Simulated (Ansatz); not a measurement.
Write the native input for Ansatz 0.2.0 that does the following.

- Task: projected density of states
- Functional: LDA
- Potentials or basis: Ansatz PAW
- Cutoff: 420 eV (not typed: the program's choice for these potentials)
- k mesh: 6 × 6 × 6
- Occupations: fermi-dirac, width 0.05 eV
- Spin: collinear spin, ferromagnetic start
- Starting moments: [1.0, 0.0] μB

Crystal: NiO.

```
Ni O
1.0
     0.00000    2.09131    2.09131
     2.09131    0.00000    2.09131
     2.09131    2.09131    0.00000
Ni O
1 1
Direct
  0.00000 0.00000 0.00000
  0.50000 0.50000 0.50000
```

One way to write it, as run:

input.yaml

```yaml
crystal:
  lattice:
    - [0.0, 2.09130951, 2.09130951]
    - [2.09130951, 0.0, 2.09130951]
    - [2.09130951, 2.09130951, 0.0]
  atoms:
    - { symbol: Ni, position: [0.0, 0.0, 0.0], spin: 1.0 }
    - { symbol: O, position: [0.5, 0.5, 0.5] }
hamiltonian:
  xc: lda
  pseudopotentials: { kind: paw }
magnetization:
  spin_polarized: true
kpoints:
  mp_grid: { grid: [6, 6, 6] }
scf:
  occupations: { method: fermi_dirac, width: 0.05 }
  n_extra_bands: 6
output:
  forces: true
  stress: true
  eigenvalues: true
  dos: { projected: true, de: 0.05, nscf_kmesh: { grid: [9, 9, 9] } }
```

Potentials or basis: Ansatz PAW.

Run with:

```console
$ ansatz run input.yaml --threads 2 --pin off --max-ram 5632MiB --backend cpu --events-out ev --progress --plain --runs-dir out
```

It gave:

```
Pressure                             : -21.7 GPa
Band gap on the k mesh               : none (metal or under the smearing width)
Net moment                           : 0.00 μB per cell
Absolute moment                      : 0.00 μB per cell
Density of states at the Fermi level : 2.08 states/eV per cell
```

Caveat: the k mesh is coarse (spacing up to 0.43 Å⁻¹), so the values aren't converged; the pressure holds a Pulay correction of +0.9 GPa for the finite cutoff; semilocal functionals often make such compounds metallic where correlation or magnetic order opens a gap, which also shifts bond lengths; the PAW data sets come from PBE, with cores solved anew for the run's functional, which leaves a small shift of forces and pressure; the density of states is complete only up to the lowest level of the last band computed; the starting moments weren't kept.

Run time: 1.7 s on 2 threads of Arm Neoverse V1 (shared host), peak memory 0.27 GiB.
